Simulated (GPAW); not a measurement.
# SnSe (Fm-3m) in GPAW: single point with LDA

Aim: the single point of SnSe with LDA.

All numbers are computed with GPAW 26.7.0; they aren't measurements. Logs are shortened: lines on timing, memory, paths and dates and some standing lists are left out, and cuts for length are marked. The log counts tension as positive stress, the text compression.

**1. Starting point**

The structure is cubic, space group Fm-3m (No. 225). Conventional cell: a = 6.020 Å, b = 6.020 Å, c = 6.020 Å, α = 90.00°, β = 90.00°, γ = 90.00°. Sn (site symmetry m-3m) is surrounded by 6 Se at 3.01 Å. Se (site symmetry m-3m) is surrounded by 6 Sn at 3.01 Å.

Measurements of this composition are mostly on another form, of space group No. 62.

**2. Single point, LDA**

The input, run.py:

```python
from ase import Atoms
from ase.dft.bandgap import bandgap
from ase.io import write
from ase.units import GPa
from gpaw import GPAW, PW

atoms = Atoms(['Sn', 'Se'],
              cell=[[0.0, 3.01, 3.01],
                    [3.01, 0.0, 3.01],
                    [3.01, 3.01, 0.0]],
              scaled_positions=[[0.0, 0.0, 0.0],
                                [0.5, 0.5, 0.5]],
              pbc=True)

calc = GPAW(mode=PW(450),
            xc='LDA',
            kpts={'size': (6, 6, 6), 'gamma': True},
            occupations={'name': 'fermi-dirac', 'width': 0.05},
            nbands=19,
            maxiter=120,
            txt='gpaw.txt')
atoms.calc = calc
energy = atoms.get_potential_energy()
forces = atoms.get_forces()
stress = atoms.get_stress()
calc.write('gs.gpw')
write('result.traj', atoms)
print(f'Energy: {energy:.6f} eV')
print('Forces (eV/A):')
print(forces.round(4))
print('Stress (GPa):', (stress / GPa).round(3))
print('Fermi level:', round(calc.get_fermi_level(), 4), 'eV')
print(f'Gap: {bandgap(calc)[0]:.4f} eV, direct: {bandgap(calc, direct=True)[0]:.4f} eV')
```

Potentials or basis: the program's PAW data sets (release 1.2.1) made for this functional, pw.

Started as:

```sh
$ OMP_NUM_THREADS=1 python run.py
```

gpaw.txt:

```text
__  _  _
 | _ |_)|_||  |
 |__||  | ||/\| - 26.7.0

Input parameters:
  mode=PW(ecut=450.00000000000006),
  kpts=MonkhorstPack(size=(6, 6, 6), gamma=True),
  maxiter=120,
  nbands=19,
  occupations=Occupations(name='fermi-dirac', width=0.05),
  xc=XC(name='LDA')

Diagonalizing LCAO Hamiltonian
Converting LCAO to pw mode

                Se

       Sn

Atoms  # Å, Bohr magnetons
|   | symbol |        x |        y |        z |    initial magnetic moments |
|---|--------|----------|----------|----------|-----------------------------|
| 0 |     Sn | 0.000000 | 0.000000 | 0.000000 | ( 0.0000,  0.0000,  0.0000) |
| 1 |     Se | 3.010000 | 3.010000 | 3.010000 | ( 0.0000,  0.0000,  0.0000) |

Unit cell  # Å
| periodic |        x |        y |        z |  lengths |    angles |
|----------|----------|----------|----------|----------|-----------|
|      yes | 0.000000 | 3.010000 | 3.010000 | 4.256783 | 60.000000 |
|      yes | 3.010000 | 0.000000 | 3.010000 | 4.256783 | 60.000000 |
|      yes | 3.010000 | 3.010000 | 0.000000 | 4.256783 | 60.000000 |

Number of symmetries: 48
Symmetry operations  # r_c * U_cc + t_c -> r_c
|    | kind |            matrix            |
|----|------|------------------------------|
|  0 |  σ   |  1, 0, 0,  1, 0,-1,  1,-1, 0 |
|  1 |  C2  |  1, 0, 0,  1,-1, 0,  1, 0,-1 |
|  2 |  E   |  1, 0, 0,  0, 1, 0,  0, 0, 1 |
|  3 |  σ   |  1, 0, 0,  0, 0, 1,  0, 1, 0 |
|  4 |  C4  |  1, 0,-1,  1, 0, 0,  1,-1, 0 |
|  5 |  S6  |  1, 0,-1,  1,-1, 0,  1, 0, 0 |
|  6 |  σ   |  1, 0,-1,  0, 1,-1,  0, 0,-1 |
|  7 |  C3  |  1, 0,-1,  0, 0,-1,  0, 1,-1 |
|  8 |  S6  |  1,-1, 0,  1, 0, 0,  1, 0,-1 |
|  9 |  C4  |  1,-1, 0,  1, 0,-1,  1, 0, 0 |
| 10 |  C3  |  1,-1, 0,  0,-1, 1,  0,-1, 0 |
| 11 |  σ   |  1,-1, 0,  0,-1, 0,  0,-1, 1 |
| 12 |  σ   |  0, 1, 0,  1, 0, 0,  0, 0, 1 |
| 13 |  C4  |  0, 1, 0,  0, 1,-1, -1, 1, 0 |
| 14 |  C3  |  0, 1, 0,  0, 0, 1,  1, 0, 0 |
| 15 |  S6  |  0, 1, 0, -1, 1, 0,  0, 1,-1 |
| 16 |  C2  |  0, 1,-1,  1, 0,-1,  0, 0,-1 |
| 17 |  σ   |  0, 1,-1,  0, 1, 0, -1, 1, 0 |
| 18 |  S4  |  0, 1,-1,  0, 0,-1,  1, 0,-1 |
| 19 |  C4  |  0, 1,-1, -1, 1, 0,  0, 1, 0 |
| 20 |  C3  |  0, 0, 1,  1, 0, 0,  0, 1, 0 |
| 21 |  σ   |  0, 0, 1,  0, 1, 0,  1, 0, 0 |
| 22 |  S6  |  0, 0, 1,  0,-1, 1, -1, 0, 1 |
| 23 |  C4  |  0, 0, 1, -1, 0, 1,  0,-1, 1 |
| 24 |  S4  |  0, 0,-1,  1, 0,-1,  0, 1,-1 |
| 25 |  C3  |  0, 0,-1,  0, 1,-1,  1, 0,-1 |
| 26 |  C2  |  0, 0,-1,  0,-1, 0, -1, 0, 0 |
| 27 |  S6  |  0, 0,-1, -1, 0, 0,  0,-1, 0 |
| 28 |  S4  |  0,-1, 1,  1,-1, 0,  0,-1, 0 |
| 29 |  C4  |  0,-1, 1,  0, 0, 1, -1, 0, 1 |
| 30 |  C2  |  0,-1, 1,  0,-1, 0,  1,-1, 0 |
| 31 |  σ   |  0,-1, 1, -1, 0, 1,  0, 0, 1 |
| 32 |  C3  |  0,-1, 0,  1,-1, 0,  0,-1, 1 |
| 33 |  S6  |  0,-1, 0,  0, 0,-1, -1, 0, 0 |
| 34 |  S4  |  0,-1, 0,  0,-1, 1,  1,-1, 0 |
| 35 |  C2  |  0,-1, 0, -1, 0, 0,  0, 0,-1 |
| 36 |  C2  | -1, 1, 0,  0, 1, 0,  0, 1,-1 |
| 37 |  S6  | -1, 1, 0,  0, 1,-1,  0, 1, 0 |
| 38 |  S4  | -1, 1, 0, -1, 0, 1, -1, 0, 0 |
| 39 |  C3  | -1, 1, 0, -1, 0, 0, -1, 0, 1 |
| 40 |  S6  | -1, 0, 1,  0, 0, 1,  0,-1, 1 |
| 41 |  C2  | -1, 0, 1,  0,-1, 1,  0, 0, 1 |
| 42 |  C3  | -1, 0, 1, -1, 1, 0, -1, 0, 0 |
| 43 |  S4  | -1, 0, 1, -1, 0, 0, -1, 1, 0 |
| 44 |  C2  | -1, 0, 0,  0, 0,-1,  0,-1, 0 |
| 45 |  i   | -1, 0, 0,  0,-1, 0,  0, 0,-1 |
| 46 |  σ   | -1, 0, 0, -1, 1, 0, -1, 0, 1 |
| 47 |  C2  | -1, 0, 0, -1, 0, 1, -1, 1, 0 |

BZ-sampling:
  Number of BZ points: 216
  Number of IBZ points: 16

[... 61 lines left out ...]
    |   4d | 10.000 |     -25.910 |    1.185 |
    |    s |        |      16.413 |    1.201 |
    |    p |        |      23.342 |    1.270 |
    |    d |        |       1.302 |    1.185 |

    Using partial waves for Sn as LCAO basis

  Se:
    name:    Selenium
    Z:       34.0
    valence: 6
    core:    28
    charge:  0.0  # [|e|]
    compensation charges:
      type: gauss
      rc: 0.27  # [Å]
      lmax: 2
    cutoffs:
      filter: 1.77  # [Å]
      core: 2.67  # [Å]
    projectors
    | kind |    occ | energy [eV] | rcut [Å] |
    |------|--------|-------------|----------|
    |   4s |  2.000 |     -17.472 |    0.847 |
    |   4p |  4.000 |      -6.656 |    1.005 |
    |    s |        |       9.739 |    0.847 |
    |    p |        |      20.555 |    1.005 |
    |    d |        |       0.000 |    0.847 |

    Using partial waves for Se as LCAO basis

Reference energy: -233882.760451  # eV

eigensolver:
  PPCG
  Converge bands: occupied
  niter=2

density mixing:
  MSR1-Mixer
  Pratt-step length: 0.05
  Maximum mixing coefficient: 0.75
  Old densities: 10
  SVD Regularization: 0.005
  Good broyden scale: 1.0
  Trust region scale: 1.0
  Backstep threshold: 4.0
  History deletion threshold: 6.0
  Fourier metric: weight=20.0, sigma=0.015

occupation numbers:
  Fermi-Dirac:
    width: 0.0500  # eV

poisson solver:
  ecut: 3600.0000000000005  # eV

xc functional:
  name: None

convergence criteria:
- Maximum [total energy] change in last 3 cyles: 0.0005 eV / valence electron
- Maximum integral of absolute [dens]ity change: 0.0001 electrons / valence electron
- Maximum integral of absolute [eigenst]ate change: 4e-08 eV^2 / valence electron
maximum number of iterations: 120

SCF iterations
|iter     | |      energy | eigst |  dens |
|---------|-|-------------|-------|-------|
|iter:   1| |   -9.829483 | -0.27 |       |
|iter:   2| |   -9.794580 | -2.48 | -1.34 |
|iter:   3| |   -9.676410 | -2.54 | -1.39 |
|iter:   4| |   -9.675227 | -4.37 | -2.00 |
|iter:   5| |   -9.675082c| -5.05 | -2.44 |
|iter:   6| |   -9.675082c| -6.24 | -3.41 |
|iter:   7| |   -9.675082c| -7.14 | -3.97 |
|iter:   8| |   -9.675082c| -7.57c| -4.75c|

Converged in 8 steps
Energy contributions relative to reference atoms: (reference = -233882.760451)

Energy contributions:
  Kinetic:           8.719170
  Coulomb:          -9.645099
  Zero:             -0.015832
  External:          0.000000
  Xc:               -8.733293
  Entropy:          -0.000057
  Spinorbit:         0.000000
  ----------------------------
  Free energy:      -9.675111
  Extrapolated:     -9.675082

dipole moment: (-20.559119, -20.559119, -20.559119)  # |e|*Ang

Fermi level: 5.930
Eigenvalues  # (at kpt = [0.000, 0.000, 0.000])
| band index |      eig [eV] | occ [0-2] |
|------------|---------------|-----------|
|          0 |       -15.730 |     2.000 |
|        ... |               |           |
|          2 |       -15.724 |     2.000 |
|          3 |       -15.724 |     2.000 |
|          4 |       -15.724 |     2.000 |
|          5 |        -8.170 |     2.000 |
|          6 |         0.510 |     2.000 |
|          7 |         3.551 |     2.000 |
[... 9 lines left out ...]
|         17 |        13.956 |     0.000 |
|         18 |        13.956 |     0.000 |

Gap: 0.614 eV
Transition (v -> c):
  (s=0, k=15, n=9, [0.50, 0.50, 0.50]) -> (s=0, k=15, n=10, [0.50, 0.50, 0.50])
No difference between direct/indirect transitions

Forces  # eV/Ang
|       x |        y |        z |
|---------|----------|----------|
| 0.00000 |  0.00000 |  0.00000 |  # Sn   0
| 0.00000 | -0.00000 | -0.00000 |  # Se   1

Stress tensor  # eV/Ang^3
|         x |        y |         z |
|-----------|----------|-----------|
|  0.029948 | 0.000000 | -0.000000 |
|  0.000000 | 0.029948 |  0.000000 |
| -0.000000 | 0.000000 |  0.029948 |

# Writing to gs.gpw (mode='')
```

stdout:

```text
Energy: -9.675082 eV
Forces (eV/A):
[[ 0.  0.  0.]
 [ 0. -0. -0.]]
Stress (GPa): [ 4.798  4.798  4.798  0.    -0.     0.   ]
Fermi level: 5.9303 eV
Gap: 0.6141 eV, direct: 0.6141 eV
```

Wall time 7 s (1 thread of Arm Neoverse V2, shared host); peak memory 0.14 GiB.

Results:

| Property | Result |
| --- | --- |
| Free energy | -9.6751 eV |
| Pressure | -4.8 GPa |
| Band gap on the k mesh | 0.61 eV, direct |

Caveat: the cutoff is short for stress and forces, so pressures can be off by a GPa or more; spin-orbit coupling is left out, which moves the levels of the heavy elements. A k mesh can miss the band edges.
